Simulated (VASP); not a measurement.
# MnO (Fm-3m) in VASP: settings compared

Aim: see how the results for MnO move with the level of theory and the settings. Levels: PBE, PBEsol, LDA. Tasks: relaxation of cell and atoms, single point.

All numbers are computed with VASP 6.6.1; they aren't measurements. Logs are shortened: lines on timing, memory, paths and dates and some standing lists are left out, and cuts for length are marked.

## Step 1: The structure

It takes space group Fm-3m (No. 225, cubic). The conventional cell has a = 4.448 Å, b = 4.448 Å, c = 4.448 Å, α = 90.00°, β = 90.00°, γ = 90.00°. Around Mn (site symmetry m-3m) lie 6 O at 2.22 Å. O (site symmetry m-3m) is surrounded by 6 Mn at 2.22 Å.

The cell is a database's computed one.

## Step 2: Relaxation of cell and atoms, PBE, collinear spin, ferromagnetic start

Contents of INCAR:

```
SYSTEM = MnO
PREC = Accurate
ENCUT = 600
EDIFF = 1E-6
ISMEAR = -1
SIGMA = 0.05
LREAL = .False.
LASPH = .True.
NELM = 120
ALGO = Normal
ISIF = 3
LWAVE = .False.
LCHARG = .False.
ISPIN = 2
MAGMOM = 4 0
LORBIT = 11
LMAXMIX = 4
GGA = PE
IBRION = 2
NSW = 40
EDIFFG = -0.005
```

Contents of KPOINTS:

```
regular mesh
0
Gamma
  8 8 8
  0 0 0
```

Contents of POSCAR:

```
MnO
1.0
    0.0000000000      2.2239077028      2.2239077028
    2.2239077028      0.0000000000      2.2239077028
    2.2239077028      2.2239077028      0.0000000000
Mn O
1 1
Direct
    0.0000000000      0.0000000000      0.0000000000
    0.5000000000      0.5000000000      0.5000000000
```

Potentials or basis: VASP PAW PBE potentials, release 64 (Mn_pv, O).

Command:

```bash
$ cat potpaw_PBE.64/Mn_pv/POTCAR potpaw_PBE.64/O/POTCAR > POTCAR
$ mpirun -np 1 vasp_std > vasp.out
```

OUTCAR:

```text
SYSTEM = MnO
   PREC = Accurate
   ENCUT = 600
   EDIFF = 1E-6
   ISMEAR = -1
   LREAL = .False.
   LASPH = .True.
   NELM = 120
   ISIF = 3
   ISPIN = 2
   LORBIT = 11
   GGA = PE
   IBRION = 2
   NSW = 40
   EDIFFG = -0.005

 ion  position               nearest neighbor table
   1  0.000  0.000  0.000-   2 2.22   2 2.22   2 2.22   2 2.22   2 2.22   2 2.22
   2  0.500  0.500  0.500-   1 2.22   1 2.22   1 2.22   1 2.22   1 2.22   1 2.22

  LATTYP: Found a face centered cubic cell.
 ALAT       =     4.4478154056

  Lattice vectors:

 A1 = (   0.0000000000,   2.2239077028,   2.2239077028)
 A2 = (   2.2239077028,   0.0000000000,   2.2239077028)
 A3 = (   2.2239077028,   2.2239077028,   0.0000000000)

Analysis of symmetry for initial positions (statically):
=====================================================================
 Subroutine PRICEL returns:
 Original cell was already a primitive cell.

 Routine SETGRP: Setting up the symmetry group for a
 face centered cubic supercell.

 Subroutine GETGRP returns: Found 48 space group operations
 (whereof 48 operations were pure point group operations)
 out of a pool of 48 trial point group operations.

The static configuration has the point symmetry O_h .

Analysis of symmetry for dynamics (positions and initial velocities):
=====================================================================
 Subroutine PRICEL returns:
 Original cell was already a primitive cell.

 Routine SETGRP: Setting up the symmetry group for a
 face centered cubic supercell.

 Subroutine GETGRP returns: Found 48 space group operations
 (whereof 48 operations were pure point group operations)
 out of a pool of 48 trial point group operations.

The dynamic configuration has the point symmetry O_h .

Analysis of structural, dynamic, and magnetic symmetry:
=====================================================================
 Subroutine PRICEL returns:
 Original cell was already a primitive cell.

 Routine SETGRP: Setting up the symmetry group for a
 face centered cubic supercell.

 Subroutine GETGRP returns: Found 48 space group operations
 (whereof 48 operations were pure point group operations)
 out of a pool of 48 trial point group operations.

The overall configuration has the point symmetry O_h .

 Subroutine INISYM returns: Found 48 space group operations
 (whereof 48 operations are pure point group operations),
 and found     1 'primitive' translations

----------------------------------------------------------------------------------------

                                     Primitive cell

  volume of cell :      21.9979

  direct lattice vectors                    reciprocal lattice vectors
     0.000000000  2.223907703  2.223907703    -0.224829474  0.224829474  0.224829474
     2.223907703  0.000000000  2.223907703     0.224829474 -0.224829474  0.224829474
     2.223907703  2.223907703  0.000000000     0.224829474  0.224829474 -0.224829474

  length of vectors
     3.145080435  3.145080435  3.145080435     0.389416073  0.389416073  0.389416073

  position of ions in fractional coordinates (direct lattice)
     0.000000000  0.000000000  0.000000000
     0.500000000  0.500000000  0.500000000

  ion indices of the primitive-cell ions
   primitive index   ion index
                 1           1
                 2           2

----------------------------------------------------------------------------------------

 KPOINTS: regular mesh

Automatic generation of k-mesh.
 Grid dimensions read from file:
 generate k-points for:    8    8    8

 Generating k-lattice:

  Cartesian coordinates                     Fractional coordinates (reciprocal lattice)
    -0.028103684  0.028103684  0.028103684     0.125000000  0.000000000  0.000000000
     0.028103684 -0.028103684  0.028103684     0.000000000  0.125000000  0.000000000
     0.028103684  0.028103684 -0.028103684     0.000000000  0.000000000  0.125000000

  Length of vectors
     0.048677009  0.048677009  0.048677009

  Shift w.r.t. Gamma in fractional coordinates (k-lattice)
     0.000000000  0.000000000  0.000000000

 Subroutine IBZKPT returns following result:
 ===========================================

 Found     29 irreducible k-points:

 Following reciprocal coordinates:
            Coordinates               Weight
  0.000000  0.000000  0.000000      1.000000
  0.125000  0.000000  0.000000      8.000000
  0.250000  0.000000  0.000000      8.000000
  0.375000  0.000000  0.000000      8.000000
  0.500000  0.000000  0.000000      4.000000
  0.125000  0.125000  0.000000      6.000000
[... 16 lines left out ...]
  0.500000  0.250000  0.125000     48.000000
 -0.375000  0.250000  0.125000     24.000000
 [... further k-points ...]
   k-points           NKPTS =     29   k-points in BZ     NKDIM =     29   number of bands    NBANDS=     15
   number of dos      NEDOS =    301   number of ions     NIONS =      2
   total plane-waves  NPLWV =  21952
   dimension x,y,z NGX =    28 NGY =   28 NGZ =   28
   dimension x,y,z NGXF=    56 NGYF=   56 NGZF=   56
   ions per type =               1   1
   NGX,Y,Z   is equivalent  to a cutoff of  14.80, 14.80, 14.80 a.u.
   NGXF,Y,Z  is equivalent  to a cutoff of  29.60, 29.60, 29.60 a.u.
 SYSTEM =  MnO
   PREC   = accura    normal or accurate (medium, high low for compatibility)
   ISTART =      0    job   : 0-new  1-cont  2-samecut
   ICHARG =      2    charge: 1-file 2-atom 10-const
   ISPIN  =      2    spin polarized calculation?
   LNONCOLLINEAR =      F non collinear calculations
   LSORBIT =      F    spin-orbit coupling
   LASPH  =      T    aspherical Exc in radial PAW
   ENCUT  =  600.0 eV  44.10 Ry    6.64 a.u.   6.28  6.28  6.28*2*pi/ulx,y,z
   NELM   =    120;   NELMIN=  2; NELMDL= -5     # of ELM steps
   EDIFF  = 0.1E-05   stopping-criterion for ELM
   LREAL  =      F    real-space projection
   EDIFFG = -.5E-02   stopping-criterion for IOM
   NSW    =     40    number of steps for IOM
   IBRION =      2    ionic relax: 0-MD 1-quasi-New 2-CG
   NFREE  =      1    steps in history (QN), initial steepest desc. (CG)
   ISIF   =      3    stress and relaxation
   ISYM   =      2    0-nonsym 1-usesym 2-fastsym
   POTIM  = 0.5000    time-step for ionic-motion
   TEBEG  =    0.0;   TEEND  =   0.0 temperature during run
   PSTRESS=    0.0 pullay stress
   NELECT =      19.0000    total number of electrons
   NUPDOWN=      -1.0000    fix difference up-down
   EMIN   =  10.00;   EMAX   =-10.00  energy-range for DOS
   EFERMI =   0.00;   METHOD = LEGACY
   ISMEAR =    -1;   SIGMA  =   0.05  broadening in eV -4-tet -1-fermi 0-gaus
   EFERMI_NEDOS =   21; number of points for ismear=-14 and -15
   IALGO  =     38    algorithm
   IMIX   =      4    mixing-type and parameters
     AMIX     =   0.40;   BMIX     =  1.00
     AMIX_MAG =   1.60;   BMIX_MAG =  1.00
  volume/ion in A,a.u.               =      11.00        74.22
  Fermi-wavevector in a.u.,A,eV,Ry     =   1.559071  2.946217 33.071721  2.430703
  Thomas-Fermi vector in A             =   2.662483
   LORBIT       =     11    0 simple, 1 ext, 2 COOP (PROOUT), +10 PAW based schemes
   GGA     = PE    functional components
   LHFCALC =     F    Hartree Fock is set to
   AEXX    =    0.0000 exact exchange contribution
   IVDW    =     0    specifies the selected vdW correction
   LEPSILON=     F    determine dielectric tensor
   LRPA    =     F    only Hartree local field effects (RPA)
 conjugate gradient relaxation of ions
 spin polarized calculation
  energy-cutoff  :      600.00
  volume of cell :       22.00
 maximum number of plane-waves:       754
 NGX is ok and might be reduce to    28
   NGX = 13   NGY = 13   NGZ = 13

 number of electron      18.9999997 magnetization       4.7866817

 Free energy of the ion-electron system (eV)
  ---------------------------------------------------
  ext. energy  EPLUGINS =         0.00000000
  ---------------------------------------------------
  free energy    TOTEN  =       -16.40865281 eV

  energy without entropy =      -16.40136473  energy(sigma->0) =      -16.40500877

 E-fermi :   7.4876     XC(G=0): -11.8530

 val. band max:        7.4871035399   @ k =  -0.3750   0.5000   0.1250
 cond. band min:       7.5023345388   @ k =   0.3750   0.2500   0.0000
 fundamental gap:      0.0152309989
 Fermi energy:         7.4876483951

 spin component 1

 k-point     1 :       0.0000    0.0000    0.0000
  band No.  band energies     occupation
      1     -42.8482      1.00000
      2     -42.8482      1.00000
      3     -42.8482      1.00000
      4     -12.7333      1.00000
      5       3.7848      1.00000
      6       3.7848      1.00000
      7       3.7848      1.00000
      8       4.3076      1.00000
      9       4.3076      1.00000
     10       4.3076      1.00000
     11       4.8344      1.00000
     12       4.8344      1.00000
     13       6.9973      0.99994
     14      21.4865      0.00000
     15      23.8466      0.00000
[... 397 lines left out ...]
 k-point    24 :      -0.3750    0.2500    0.1250
  band No.  band energies     occupation
      1     -42.9022      1.00000
      2     -42.8724      1.00000
      3     -42.8618      1.00000
      4     -11.7217      1.00000
      5      -0.0620      1.00000
      6       1.2843      1.00000
      7       1.5891      1.00000
      8       4.9974      1.00000
      9       5.1556      1.00000
     10       5.5410      1.00000
     11       6.5268      1.00000
     12       7.2360      0.99352
     13      13.1558      0.00000
     14      14.9064      0.00000
     15      17.0788      0.00000

 [... further k-points ...]

 spin component 2

 k-point     1 :       0.0000    0.0000    0.0000
  band No.  band energies     occupation
      1     -38.1711      1.00000
      2     -38.1711      1.00000
      3     -38.1711      1.00000
      4     -12.2885      1.00000
      5       4.1739      1.00000
      6       4.1739      1.00000
      7       4.1739      1.00000
      8       8.2783      0.00000
      9       8.2783      0.00000
     10       8.2783      0.00000
     11       8.3199      0.00000
     12       8.9038      0.00000
     13       8.9038      0.00000
     14      22.1522      0.00000
     15      25.2709      0.00000
[... 397 lines left out ...]
 k-point    24 :      -0.3750    0.2500    0.1250
  band No.  band energies     occupation
      1     -38.2399      1.00000
      2     -38.2010      1.00000
      3     -38.1877      1.00000
      4     -11.3070      1.00000
      5       0.7910      1.00000
      6       2.2502      1.00000
      7       2.6997      1.00000
      8       8.9989      0.00000
      9       9.1361      0.00000
     10       9.7062      0.00000
     11      10.2364      0.00000
     12      10.8458      0.00000
     13      14.4953      0.00000
     14      16.5661      0.00000
     15      18.6005      0.00000

 [... further k-points ...]

------------------------ aborting loop because EDIFF is reached ----------------------------------------

  FORCE on cell =-STRESS in cart. coord.  units (eV):
  Direction    XX          YY          ZZ          XY          YZ          ZX
  --------------------------------------------------------------------------------------
  -------------------------------------------------------------------------------------
  Total       -0.0088628     -0.0088628     -0.0088628     -0.0000000      0.0000000     -0.0000000
  in kB       -0.6455076     -0.6455076     -0.6455076     -0.0000000      0.0000000     -0.0000000
  external PRESSURE =      -0.6455076 kB  Pullay stress =       0.0000000 kB

 VOLUME and BASIS-vectors are now :
 -----------------------------------------------------------------------------
  energy-cutoff  :      600.00
  volume of cell :       22.00
      direct lattice vectors                 reciprocal lattice vectors
     0.000000000  2.223907703  2.223907703    -0.224829474  0.224829474  0.224829474
     2.223907703  0.000000000  2.223907703     0.224829474 -0.224829474  0.224829474
     2.223907703  2.223907703  0.000000000     0.224829474  0.224829474 -0.224829474

 POSITION                                       TOTAL-FORCE (eV/Angst)
 -----------------------------------------------------------------------------------
      0.00000      0.00000      0.00000        -0.000000      0.000000     -0.000000
      2.22391      2.22391      2.22391         0.000000     -0.000000      0.000000
 -----------------------------------------------------------------------------------
    total drift:                                0.000000      0.000000      0.000000

  FREE ENERGIE OF THE ION-ELECTRON SYSTEM (eV)
  ---------------------------------------------------
  free  energy   TOTEN  =       -16.4086528124 eV

  energy  without entropy=      -16.4013647301  energy(sigma->0) =      -16.40500877

 reached required accuracy - stopping structural energy minimisation

 total charge

# of ion       s       p       d       tot
------------------------------------------
    1        0.202   6.176   4.975  11.353
    2        1.557   3.416   0.000   4.974
--------------------------------------------------
tot          1.760   9.592   4.975  16.327

 magnetization (x)

# of ion       s       p       d       tot
------------------------------------------
    1        0.034   0.026   4.284   4.344
    2        0.030   0.173   0.000   0.204
--------------------------------------------------
tot          0.064   0.199   4.284   4.547
```

Run time: 28 s. Hardware: 1 thread of AMD EPYC 7R13 (Zen 3), shared host; peak memory 0.15 GiB.

Results:

* Free energy: -16.4087 eV
* Pressure after relaxing: -0.1 GPa
* Band gap on the k mesh: none (metal or under the smearing width)
* Net moment: 4.79 μB per cell
* Site moments: Mn +4.34; O +0.20 μB
* Valence electrons inside the program's atomic spheres: Mn 11.35; O 4.97

Final structure:
```cif
data_structure
_symmetry_space_group_name_H-M 'P 1'
_symmetry_Int_Tables_number 1
_cell_length_a 3.1451
_cell_length_b 3.1451
_cell_length_c 3.1451
_cell_angle_alpha 60.000
_cell_angle_beta 60.000
_cell_angle_gamma 60.000
_cell_volume 22.00
loop_
_atom_site_label
_atom_site_type_symbol
_atom_site_fract_x
_atom_site_fract_y
_atom_site_fract_z
_atom_site_occupancy
Mn1 Mn 0.00000 0.00000 0.00000 1
O1 O 0.50000 0.50000 0.50000 1
```

Levels at points of the mesh, in eV from the Fermi level:
Spin up:
| k point | band 10 | band 11 | band 12 | band 13 | band 14 | band 15 |
| --- | --- | --- | --- | --- | --- | --- |
| (0.00, 0.00, 0.00) | -3.18 | -2.65 | -2.65 | -0.49 | 14.00 | 16.36 |
| (0.50, 0.00, 0.00) | -1.85 | 0.24 | 0.24 | 3.51 | 7.76 | 11.91 |
| (0.50, 0.50, 0.00) | -2.02 | -2.02 | -1.89 | 5.05 | 7.84 | 10.44 |
Spin down:
```
           k point  band 3  band 4  band 5  band 6  band 7  band 8  band 9  band 10  band 11  band 12
(0.00, 0.00, 0.00)  -45.66  -19.78   -3.31   -3.31   -3.31    0.79    0.79     0.79     0.83     1.42
(0.50, 0.00, 0.00)  -45.67  -18.82   -7.31   -4.80   -4.80    1.97    2.02     2.02     3.68     3.68
(0.50, 0.50, 0.00)  -45.69  -18.85   -6.37   -4.29   -4.29   -0.78    2.00     2.20     2.45     2.45
```

Caveat: the relaxation stopped at its first step, so nothing moved; a cell with one magnetic atom can't hold antiferromagnetic order, which such compounds often take; semilocal functionals often make such compounds metallic where correlation or magnetic order opens a gap, which also shifts bond lengths.

## Step 3: Single point, PBEsol, collinear spin, ferromagnetic start

Contents of INCAR:

```
ALGO = Normal
EDIFF = 1E-6
ENCUT = 520
GGA = PS
ISIF = 2
ISMEAR = 0
ISPIN = 2
LASPH = T
LCHARG = T
LELF = T
LMAXMIX = 4
LORBIT = 11
LREAL = F
LVHAR = T
LWAVE = F
MAGMOM = 4 0
NELM = 150
PREC = Accurate
SIGMA = 0.1
```

Contents of KPOINTS:

```
k-points
0
Gamma
  10 10 10
```

Contents of POSCAR:

```
MnO
3.1451
    0.000000000000      0.707102382373      0.707102382373
    0.707102382373      0.000000000000      0.707102382373
    0.707102382373      0.707102382373      0.000000000000
Mn O
1 1
Direct
    0.0000000000      0.0000000000      0.0000000000
    0.5000000000      0.5000000000      0.5000000000
```

Potentials or basis: VASP PAW PBE potentials, release 54 (Mn_pv, O).

Command:

```bash
$ cat potpaw_PBE.54/Mn_pv/POTCAR potpaw_PBE.54/O/POTCAR > POTCAR
$ mpirun -np 1 vasp_std > vasp.out
```

Wall time 26 s (1 thread of Intel Xeon Platinum 8259CL at 2.50GHz (Skylake/Cascade Lake), shared host); peak memory 0.16 GiB.

Results (log left out):

| Item | Value |
| --- | --- |
| Free energy | -17.2149 eV |
| Pressure | -6.8 GPa |
| Band gap on the k mesh | none (metal or under the smearing width) |
| Net moment | 4.77 μB per cell |
| Site moments | Mn +4.33; O +0.20 μB |
| Valence electrons inside the program's atomic spheres | Mn 11.36; O 4.95 |

Levels at points of the mesh, in eV from the Fermi level:
Spin up:
| k point | band 8 | band 9 | band 10 | band 11 | band 12 | band 13 | band 14 | band 15 |
| --- | --- | --- | --- | --- | --- | --- | --- | --- |
| (0.00, 0.00, 0.00) | -3.21 | -3.21 | -3.21 | -2.69 | -2.69 | -0.61 | 13.76 | 16.16 |
| (0.50, 0.00, 0.00) | -2.30 | -2.30 | -1.86 | 0.22 | 0.22 | 3.33 | 7.65 | 11.71 |
| (0.50, 0.50, 0.00) | -4.24 | -2.25 | -2.02 | -2.02 | -1.90 | 4.90 | 7.71 | 10.26 |
Spin down:
```
           k point  band 4  band 5  band 6  band 7  band 8  band 9  band 10  band 11
(0.00, 0.00, 0.00)  -19.74   -3.34   -3.34   -3.34    0.69    0.71     0.71     0.71
(0.50, 0.00, 0.00)  -18.76   -7.40   -4.84   -4.84    1.91    1.95     1.95     3.63
(0.50, 0.50, 0.00)  -18.79   -6.44   -4.33   -4.33   -0.89    1.94     2.15     2.39
```

Caveat: the PAW data sets were made with another functional, which shifts forces and pressure a little; a cell with one magnetic atom can't hold antiferromagnetic order, which such compounds often take; semilocal functionals often make such compounds metallic where correlation or magnetic order opens a gap, which also shifts bond lengths.

[end of part 1 of 2]
